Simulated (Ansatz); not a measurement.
# Te2Mo under changes of volume

One of the cells (133.495 Å³/atom); the others are scaled copies at fixed shape and fractional positions:

```
Te Mo
1.0
     6.36161    0.00000    0.00000
     0.00000    3.48040    0.00000
    -0.08574    0.00000   36.17589
Te Mo
4 2
Cartesian
  2.6844 2.6103 19.5604
  3.5915 0.8701 16.6155
  5.8104 0.8701 20.1329
  0.4655 2.6103 16.0430
  1.1110 0.8701 17.9963
  5.1649 2.6103 18.1796
```

```yaml
Program: Ansatz 0.2.0
Functional: exchange-only PBE
Potentials_or_basis: Ansatz PAW
Cutoff: "420 eV (not typed: the program's choice for these potentials)"
k_mesh: 4 × 8 × 1
Occupations: fermi-dirac, width 0.05 eV
Spin: no spin polarisation
```

| volume (Å³/atom) | energy over the lowest point (meV/atom) | largest force (eV/Å) |
| --- | --- | --- |
| 125.485 | 252.92 | 2.949 |
| 128.155 | 190.82 | 2.521 |
| 130.825 | 137.76 | 2.126 |
| 133.495 | 92.90 | 1.760 |
| 136.165 | ? | ? |
| 138.835 | 24.68 | 1.110 |
| 141.505 | 0.00 | 0.820 |

Question: What does the run at 136.165 Å³/atom give?

Answer: Energy over the lowest point 55.44 meV/atom; largest force 1.422 eV/Å.

Worked out: A Birch-Murnaghan fit of order 3 (a polynomial in V^(-2/3)) to the other rows has no minimum within the range. It gives 55.44 meV/atom at 136.165 Å³/atom, against the run's 55.44.

Energies are extrapolated to zero smearing.

Caveats: the PAW data sets come from PBE, with cores solved anew for the run's functional, which leaves a small shift of forces and pressure.
